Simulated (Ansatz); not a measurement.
# CdF2: the band gap up the ladder of functionals

An exercise on one series of results from a longer session: the logs are not shown, and one member is left open.

The runs shown are made with Ansatz 0.2.0. PAW datasets, plane waves. The calculation is spin-unpolarised, and the structure need not be a phase that has been made.

**The cell**

The cell was relaxed beforehand with r2SCAN.

The symmetry is Fm-3m (No. 225, cubic); a = 5.388 Å in the conventional setting, 13.04 Å³ an atom. Around Cd lie 8 F at 2.33 Å; around F lie 4 Cd at 2.33 Å.

Structure file:

```cif
data_structure
_symmetry_space_group_name_H-M 'Fm-3m'
_symmetry_Int_Tables_number 225
_cell_length_a 5.3884
_cell_length_b 5.3884
_cell_length_c 5.3884
_cell_angle_alpha 90.000
_cell_angle_beta 90.000
_cell_angle_gamma 90.000
_cell_volume 156.45
loop_
_atom_site_label
_atom_site_type_symbol
_atom_site_symmetry_multiplicity
_atom_site_Wyckoff_symbol
_atom_site_fract_x
_atom_site_fract_y
_atom_site_fract_z
_atom_site_occupancy
Cd1 Cd 4 a 0.00000 0.00000 0.00000 1
F1 F 8 c 0.25000 0.25000 0.75000 1
```

Set-up of the first run:

Input file input.yaml:

```yaml
crystal:
  lattice:
    - [0.0, 2.6941807466, 2.6941807466]
    - [2.6941807466, 0.0, 2.6941807466]
    - [2.6941807466, 2.6941807466, 0.0]
  atoms:
    - { symbol: Cd, position: [0.0, 0.0, 0.0] }
    - { symbol: F, position: [0.75, 0.75, 0.75] }
    - { symbol: F, position: [0.25, 0.25, 0.25] }
kpoints:
  mp_grid: { grid: [8, 8, 8] }
  band_path:
    path:
      - [[0.0, 0.0, 0.0], [0.5, -1.08746932535e-34, 0.5], [0.625, 0.25, 0.625]]
      - [[0.375, 0.375, 0.75], [0.0, 0.0, 0.0], [0.5, 0.5, 0.5], [0.5, 0.25, 0.75], [0.5, -1.08746932535e-34, 0.5]]
    npoints: 10
hamiltonian:
  xc: pbe
scf:
  occupations: { method: fermi_dirac, width: 0.02 }
  n_extra_bands: 4
output:
  forces: true
  stress: true
  eigenvalues: true
```

The run is started by

```
$ ansatz run input.yaml --threads 2 --pin off --max-ram 29491MiB --backend cpu --events-out ev --progress --plain --runs-dir out
```

Steps of the session up to this table: PBE bands along the symmetry lines; r2SCAN at the same geometry; HSE06; PBE+SOC; PBE0 at the same geometry.

One of the session's tables, all rows but one given; the rest of the session is left out.

| level | gap (eV) |
| --- | --- |
| PBE | 3.10 |
| r2SCAN | ? |
| HSE06 | 5.21 |
| PBE+SOC | 3.10 |
| PBE0 | 5.96 |

Estimate the missing values for r2SCAN.

As computed: gap (eV): 3.79. In the column «gap (eV)» it lies between PBE+SOC (3.10) and HSE06 (5.21).

Meshes: PBE 8×8×8, r2SCAN 8×8×8, HSE06 6×6×6, PBE+SOC 8×8×8, PBE0 6×6×6

The gap runs from 3.10 eV (PBE+SOC) to 5.96 eV (PBE0). Against HSE06, PBE is short by 2.11 eV, at 60 % of it, and r2SCAN 73 %. PBE0 lies 0.75 eV above HSE06, which differs from it by screening the long-range exchange.

To keep in mind: Warnings in the runs' records: stress exchange threshold loose, stress scf threshold loose.
